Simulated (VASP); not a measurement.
# Bi (R-3m) in VASP: settings compared, part 3 of 3

VASP 6.6.1.

## 6. Relaxation of cell and atoms, PBE+D3(BJ)

Contents of INCAR:

```
PREC = Accurate ; ENCUT = 600
EDIFF = 1E-6 ; ISMEAR = 1
SIGMA = 0.1 ; LREAL = F
LASPH = T ; NELM = 80
ALGO = Normal ; ISIF = 3
LWAVE = F ; LCHARG = F
GGA = PE ; IVDW = 12
IBRION = 2 ; NSW = 90
EDIFFG = -0.01
```

Contents of KPOINTS:

```
Automatic mesh
0
Gamma
  12 12 12
```

Contents of POSCAR:

```
Bi
1.0
    2.2675000000      1.3091417354      3.9380000000
   -2.2675000000      1.3091417354      3.9380000000
    0.0000000000     -2.6182834708      3.9380000000
Bi
2
Direct
    0.2340000000      0.2340000000      0.2340000000
    0.7660000000      0.7660000000      0.7660000000
```

Potentials or basis: VASP PAW PBE potentials, release 64 (Bi_d).

Launch:

```sh
$ cat potpaw_PBE.64/Bi_d/POTCAR > POTCAR
$ mpirun -np 1 vasp_std > vasp.out
```

OUTCAR:

```text
PREC = Accurate
   ENCUT = 600
   EDIFF = 1E-6
   ISMEAR = 1
   LREAL = F
   LASPH = T
   NELM = 80
   ISIF = 3
   GGA = PE
   IVDW = 12
   IBRION = 2
   NSW = 90
   EDIFFG = -0.01
 IVDW          = 12

 ion  position               nearest neighbor table
   1  0.234  0.234  0.234-   2 3.06   2 3.06   2 3.06   2 3.52   2 3.52   2 3.52
   2  0.766  0.766  0.766-   1 3.06   1 3.06   1 3.06   1 3.52   1 3.52   1 3.52

  LATTYP: Found a trigonal (rhomboedric) cell.
 ALAT       =     4.7289800521
 COS(alpha) =     0.5401781303

  Lattice vectors:

 A1 = (   2.2675000000,   1.3091417354,   3.9380000000)
 A2 = (  -2.2675000000,   1.3091417354,   3.9380000000)
 A3 = (   0.0000000000,  -2.6182834708,   3.9380000000)

Analysis of symmetry for initial positions (statically):
=====================================================================
 Subroutine PRICEL returns:
 Original cell was already a primitive cell.

 Routine SETGRP: Setting up the symmetry group for a
 trigonal (rhombohedral) supercell.

 Subroutine GETGRP returns: Found 12 space group operations
 (whereof 12 operations were pure point group operations)
 out of a pool of 12 trial point group operations.

The static configuration has the point symmetry D_3d.

Analysis of symmetry for dynamics (positions and initial velocities):
=====================================================================
 Subroutine PRICEL returns:
 Original cell was already a primitive cell.

 Routine SETGRP: Setting up the symmetry group for a
 trigonal (rhombohedral) supercell.

 Subroutine GETGRP returns: Found 12 space group operations
 (whereof 12 operations were pure point group operations)
 out of a pool of 12 trial point group operations.

The dynamic configuration has the point symmetry D_3d.

 Subroutine INISYM returns: Found 12 space group operations
 (whereof 12 operations are pure point group operations),
 and found     1 'primitive' translations

----------------------------------------------------------------------------------------

                                     Primitive cell

  volume of cell :      70.1392

  direct lattice vectors                    reciprocal lattice vectors
     2.267500000  1.309141735  3.938000000     0.220507166  0.127309872  0.084645336
    -2.267500000  1.309141735  3.938000000    -0.220507166  0.127309872  0.084645336
     0.000000000 -2.618283471  3.938000000     0.000000000 -0.254619744  0.084645336

  length of vectors
     4.728980052  4.728980052  4.728980052     0.268320791  0.268320791  0.268320791

  position of ions in fractional coordinates (direct lattice)
     0.234000000  0.234000000  0.234000000
     0.766000000  0.766000000  0.766000000

  ion indices of the primitive-cell ions
   primitive index   ion index
                 1           1
                 2           2

----------------------------------------------------------------------------------------

 KPOINTS: Automatic mesh

Automatic generation of k-mesh.
 Grid dimensions read from file:
 generate k-points for:   12   12   12

 Generating k-lattice:

  Cartesian coordinates                     Fractional coordinates (reciprocal lattice)
     0.018375597  0.010609156  0.007053778     0.083333333 -0.000000000  0.000000000
    -0.018375597  0.010609156  0.007053778    -0.000000000  0.083333333  0.000000000
     0.000000000 -0.021218312  0.007053778     0.000000000  0.000000000  0.083333333

  Length of vectors
     0.022360066  0.022360066  0.022360066

  Shift w.r.t. Gamma in fractional coordinates (k-lattice)
     0.000000000  0.000000000  0.000000000

 Subroutine IBZKPT returns following result:
 ===========================================

 Found    189 irreducible k-points:

 Following reciprocal coordinates:
            Coordinates               Weight
  0.000000  0.000000  0.000000      1.000000
  0.083333  0.000000  0.000000      6.000000
  0.166667  0.000000 -0.000000      6.000000
  0.250000  0.000000  0.000000      6.000000
  0.333333  0.000000  0.000000      6.000000
  0.416667  0.000000 -0.000000      6.000000
[... 16 lines left out ...]
  0.500000  0.166667  0.000000     12.000000
 -0.416667  0.166667  0.000000     12.000000
 [... further k-points ...]
   k-points           NKPTS =    189   k-points in BZ     NKDIM =    189   number of bands    NBANDS=     19
   number of dos      NEDOS =    301   number of ions     NIONS =      2
   total plane-waves  NPLWV =  64000
   dimension x,y,z NGX =    40 NGY =   40 NGZ =   40
   dimension x,y,z NGXF=    80 NGYF=   80 NGZF=   80
   ions per type =               2
   NGX,Y,Z   is equivalent  to a cutoff of  14.06, 14.06, 14.06 a.u.
   NGXF,Y,Z  is equivalent  to a cutoff of  28.12, 28.12, 28.12 a.u.
 SYSTEM =  unknown system
   PREC   = accura    normal or accurate (medium, high low for compatibility)
   ISTART =      0    job   : 0-new  1-cont  2-samecut
   ICHARG =      2    charge: 1-file 2-atom 10-const
   ISPIN  =      1    spin polarized calculation?
   LNONCOLLINEAR =      F non collinear calculations
   LSORBIT =      F    spin-orbit coupling
   LASPH  =      T    aspherical Exc in radial PAW
   ENCUT  =  600.0 eV  44.10 Ry    6.64 a.u.   9.44  9.44  9.44*2*pi/ulx,y,z
   NELM   =     80;   NELMIN=  2; NELMDL= -5     # of ELM steps
   EDIFF  = 0.1E-05   stopping-criterion for ELM
   LREAL  =      F    real-space projection
   EDIFFG = -.1E-01   stopping-criterion for IOM
   NSW    =     90    number of steps for IOM
   IBRION =      2    ionic relax: 0-MD 1-quasi-New 2-CG
   NFREE  =      1    steps in history (QN), initial steepest desc. (CG)
   ISIF   =      3    stress and relaxation
   ISYM   =      2    0-nonsym 1-usesym 2-fastsym
   POTIM  = 0.5000    time-step for ionic-motion
   TEBEG  =    0.0;   TEEND  =   0.0 temperature during run
   PSTRESS=    0.0 pullay stress
   NELECT =      30.0000    total number of electrons
   NUPDOWN=      -1.0000    fix difference up-down
   EMIN   =  10.00;   EMAX   =-10.00  energy-range for DOS
   EFERMI =   0.00;   METHOD = LEGACY
   ISMEAR =     1;   SIGMA  =   0.10  broadening in eV -4-tet -1-fermi 0-gaus
   EFERMI_NEDOS =   21; number of points for ismear=-14 and -15
   IALGO  =     38    algorithm
   IMIX   =      4    mixing-type and parameters
     AMIX     =   0.40;   BMIX     =  1.00
     AMIX_MAG =   1.60;   BMIX_MAG =  1.00
  volume/ion in A,a.u.               =      35.07       236.66
  Fermi-wavevector in a.u.,A,eV,Ry     =   1.233469  2.330919 20.700530  1.521446
  Thomas-Fermi vector in A             =   2.368198
   LORBIT       =      0    0 simple, 1 ext, 2 COOP (PROOUT), +10 PAW based schemes
   GGA     = PE    functional components
   LHFCALC =     F    Hartree Fock is set to
   AEXX    =    0.0000 exact exchange contribution
   IVDW    =    12    specifies the selected vdW correction
   LEPSILON=     F    determine dielectric tensor
   LRPA    =     F    only Hartree local field effects (RPA)
 conjugate gradient relaxation of ions
 non-spin polarized calculation
 Methfessel and Paxton  Order N= 1 SIGMA  =   0.10
  energy-cutoff  :      600.00
  volume of cell :       70.14
 maximum number of plane-waves:      2367
 NGX is ok and might be reduce to    40
   NGX = 19   NGY = 19   NGZ = 19

--------------------------------------- Ionic step        1  -------------------------------------------

 number of electron      30.0000001 magnetization

 Free energy of the ion-electron system (eV)
  ---------------------------------------------------
  ext. energy  EPLUGINS =         0.00000000
  ---------------------------------------------------
  free energy    TOTEN  =        -7.75081305 eV

  energy without entropy =       -7.75087833  energy(sigma->0) =       -7.75083481

------------------------ aborting loop because EDIFF is reached ----------------------------------------

 Edisp (eV)   -0.91035

 E8    (eV) :    -0.4524
[... 311 lines left out ...]
--------------------------------------- Ionic step        9  -------------------------------------------

 number of electron      30.0000004 magnetization

 Free energy of the ion-electron system (eV)
  ---------------------------------------------------
  ext. energy  EPLUGINS =         0.00000000
  ---------------------------------------------------
  free energy    TOTEN  =        -7.74489863 eV

  energy without entropy =       -7.74488311  energy(sigma->0) =       -7.74489346

 E-fermi :   6.5113     XC(G=0):  -9.6277

 val. band max:        6.4837072200   @ k =   0.2500   0.1667   0.0833
 cond. band min:       6.5197373187   @ k =   0.4167   0.0833   0.0833
 fundamental gap:      0.0360300988
 Fermi energy:         6.5113376994

 k-point     1 :       0.0000    0.0000    0.0000
  band No.  band energies     occupation
      1     -16.4085      2.00000
      2     -16.4085      2.00000
      3     -16.2553      2.00000
      4     -16.2553      2.00000
      5     -16.2461      2.00000
      6     -16.0682      2.00000
[... 505 lines left out ...]
      6     -16.1548      2.00000
[... 11 lines left out ...]
     18       9.8088      0.00000
     19      13.3914      0.00000

 [... further k-points ...]

------------------------ aborting loop because EDIFF is reached ----------------------------------------

 Edisp (eV)   -0.92431

 E8    (eV) :    -0.4592
[... 25 lines left out ...]
  FREE ENERGIE OF THE ION-ELECTRON SYSTEM (eV)
  ---------------------------------------------------
  free  energy   TOTEN  =        -8.6692113989 eV

  energy  without entropy=       -8.6691958806  energy(sigma->0) =       -8.66920623

 reached required accuracy - stopping structural energy minimisation
```

CONTCAR:

```text
Bi
   1.00000000000000
     2.2661213160563776    1.3083457518539969    3.8845110143537971
    -2.2661213160563776    1.3083457518539969    3.8845110143537971
     0.0000000000000000   -2.6166915037079939    3.8845110143537971
  Bi
     2
Direct
     0.2373109763416976    0.2373109763416976    0.2373109763416976
     0.7626890236583023    0.7626890236583023    0.7626890236583023

  0.00000000E+00  0.00000000E+00  0.00000000E+00
  0.00000000E+00  0.00000000E+00  0.00000000E+00
```

It took 10 min on 1 thread of Intel Xeon 6975P-C (Granite Rapids), shared host; peak memory 0.44 GiB.

Results:

```
Free energy                            : -8.6692 eV
Relaxed volume                         : 34.55 Å³/atom
Relaxed cell                           : a = 4.684 Å, b = 4.684 Å, c = 4.684 Å, α = 57.87°, β = 57.87°, γ = 57.87°
Space group after relaxing (to 0.05 Å) : R-3m (No. 166)
Energy gained by relaxing              : 4.0 meV/atom
Ionic steps                            : 9
Pressure after relaxing                : 0.0 GPa
Largest force after relaxing           : 0.009 eV/Å
Band gap on the k mesh                 : none (metal or under the smearing width)
Dispersion energy per atom             : -0.462 eV
```

Forces in eV/Å, atoms in the order of the input:
```
Bi   0.000  0.000 -0.009
Bi   0.000  0.000  0.009
```

Step by step:
```csv
step,energy change (eV),largest force (eV/Å),pressure (GPa),volume (Å³)
1,0.0000,0.2271,0.06,70.14
2,-0.0037,0.1219,-0.25,70.27
3,-0.0050,0.0277,-0.54,70.40
4,-0.0072,0.0180,-0.09,69.54
5,-0.0073,0.0134,0.04,69.29
6,-0.0073,0.0127,0.05,69.25
7,-0.0076,0.0086,0.03,69.21
8,-0.0081,0.0107,-0.01,69.10
9,-0.0081,0.0089,-0.02,69.10
```

Final structure:
```
Bi
1.0
     2.26612    1.30835    3.88451
    -2.26612    1.30835    3.88451
     0.00000   -2.61669    3.88451
Bi
2
Direct
  0.23731 0.23731 0.23731
  0.76269 0.76269 0.76269
```

Caveat: spin-orbit coupling is left out, which moves the levels of the heavy elements; pairwise dispersion overbinds metals, which lowers pressure and volume.

## 7. Summary

| level | potentials or basis | gap on the mesh (eV) | pressure (GPa) | relaxed volume (Å³/atom) |
| --- | --- | --- | --- | --- |
| LDA | VASP PAW LDA potentials, release 64 (Bi_d) | none | 0.0 | - |
| r2SCAN | VASP PAW PBE potentials, release 64 (Bi_d) | none | 0.0 | 36.69 |
| PBE+D3(BJ) | VASP PAW PBE potentials, release 64 (Bi_d) | none | 0.0 | 34.55 |

Alike in all rows: task relaxation of cell and atoms; no spin polarisation; cell relaxed; k mesh 12 × 12 × 12; cutoff (eV) 600; smearing methfessel-paxton 0.1 eV.

Caveats: spin-orbit coupling is left out, which moves the levels of the heavy elements; the relaxation stopped at its first step, so nothing moved (some runs); the PAW data sets were made with another functional, which shifts forces and pressure a little (some runs); pairwise dispersion overbinds metals, which lowers pressure and volume (some runs).

Total energies depend on the potentials used, so only differences within one code and one set of settings carry meaning.
